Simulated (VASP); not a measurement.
Here is the system:

```yaml
crystal:
  lattice:
    - [0.00000, 3.07000, 3.07000]
    - [3.07000, 0.00000, 3.07000]
    - [3.07000, 3.07000, 0.00000]
  atoms:
    - { symbol: Al, position: [0.00000, 0.00000, 0.00000] }
    - { symbol: Sb, position: [0.25000, 0.25000, 0.25000] }
```

Method: PBE GGA, VASP's PBE PAW potentials (set 64) (plane waves; VASP). Settings: 600 eV cut-off, 7×7×7 Γ-centred mesh, Gaussian smearing of 0.050 eV, potentials Al Sb.

Task: Give the stress tensor in GPa (positive for a compressed cell).

Result: 
```
2.45  0.00  0.00
0.00  2.45  0.00
0.00  0.00  2.45
```
The pressure is its mean diagonal, 2.45 GPa.

The compound is AlSb in the zinc blende structure. The cell was not relaxed at this level. The run is one of a series of settings (ENCUT = 600 against the base run), some of them coarse on purpose.
